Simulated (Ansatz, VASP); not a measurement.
**BP in VASP and in Ansatz**

```
B P
1.0
     0.00000    2.15980    2.15980
     2.15980    0.00000    2.15980
     2.15980    2.15980    0.00000
B P
1 1
Direct
  0.00000 0.00000 0.00000
  0.50000 0.50000 0.50000
```

Alike in both runs: functional PBE; k mesh 16 × 16 × 16; occupations fermi-dirac, width 0.05 eV; no spin polarisation.

Ansatz relaxed the structure, and its values are those at the end. VASP's run is a single point on that final structure, the one shown.

```csv
,VASP,Ansatz
version,VASP 6.6.1,Ansatz 0.2.0
potentials or method,"VASP PAW PBE potentials, release 64 (B, P)","PAW with Ansatz's default frozen-core files, scalar-relativistic"
plane-wave cutoff (eV),520,420
valence electrons in the cell,8,8
```

```tsv
	VASP	Ansatz	Ansatz less VASP
pressure (GPa)	-0.2	0.0	+0.23
```

The functional is the same, so the differences come from potentials, cutoffs and numerics.
